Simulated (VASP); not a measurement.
Wanted: the native input for a VASP 6.6.1 run.

```yaml
Task: single point
Functional: PBEsol
Potentials_or_basis: VASP PAW PBE potentials, release 64 (Sc_sv)
Cutoff: 520 eV
k_mesh: 6 × 6 × 6
Occupations: gaussian, width 0.1 eV
Spin: no spin polarisation
Dipole_correction: no
Further_INCAR_settings: ALGO = Normal; EDIFF = 1e-07; NBANDS = 12
```

The structure of Sc lies in POSCAR:

```
Sc
1.0
    0.0000000000      2.3926793726      2.3926793726
    2.3926793726      0.0000000000      2.3926793726
    2.3926793726      2.3926793726      0.0000000000
Sc
1
Direct
    0.0000000000      0.0000000000      0.0000000000
```

This isn't the form of Sc at room conditions, which is hcp.

The cell isn't the ideal one: Y replaced by Sc, lengths x 0.937, strained and moved within the space group.

One way to write it, as run:

INCAR

```
ALGO = Normal
EDIFF = 1E-7
ENCUT = 520
GGA = PS
ISIF = 2
ISMEAR = 0
LASPH = True
LCHARG = False
LREAL = False
LWAVE = False
NBANDS = 12
NELM = 100
PREC = Accurate
SIGMA = 0.1
```

KPOINTS

```
k-points
0
Gamma
  6 6 6
```

Potentials or basis: VASP PAW PBE potentials, release 64 (Sc_sv).

Run with:

```console
$ cat potpaw_PBE.64/Sc_sv/POTCAR > POTCAR
$ mpirun -np 1 vasp_std > vasp.out
```

Results of the run:

The pressure is -6.4 GPa and the band gap on the k mesh is none (metal or under the smearing width).

Caveat: the k mesh is coarse (spacing up to 0.38 Å⁻¹), so the values aren't converged; the PAW data sets were made with another functional, which shifts forces and pressure a little.

Run time: 7.9 s on 1 thread of Intel(R) Xeon(R) Platinum 8488C (Sapphire Rapids) (shared host), peak memory 0.15 GiB.
